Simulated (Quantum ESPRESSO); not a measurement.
Crystal: Ta2N.

```
Ta N
1.0
     3.11286    0.00000    0.00000
    -1.55643    2.69582    0.00000
     0.00000    0.00000    4.86984
Ta N
2 1
Direct
  0.33333 0.66667 0.25471
  0.66667 0.33333 0.74529
  0.00000 0.00000 0.00000
```

The cell comes from a database or a generator and needn't be the stable form of this composition.

Base run:

- Program: Quantum ESPRESSO 7.5
- Functional: PBEsol
- Potentials or basis: GBRV 1.5 PBEsol
- Cutoff: 762 eV
- Density cutoff: 6095 eV
- k mesh: 10 × 10 × 6
- Occupations: fermi-dirac, width 0.05 eV
- Spin: no spin polarisation
- Hubbard terms: Ta d U = 2 eV

Its results: band gap on the k mesh none (metal or under the smearing width); pressure -12.3 GPa; largest force 0.301 eV/Å.

Q: The run is repeated on the same cell with these changes: hubbard terms from Ta d U = 2 eV to none. What comes out?

A: Band gap on the k mesh none (metal or under the smearing width); pressure -9.1 GPa; largest force 0.270 eV/Å.

Caveats: U without spin polarisation on a metal has little footing (some runs).

Not every run made on this cell is shown here.
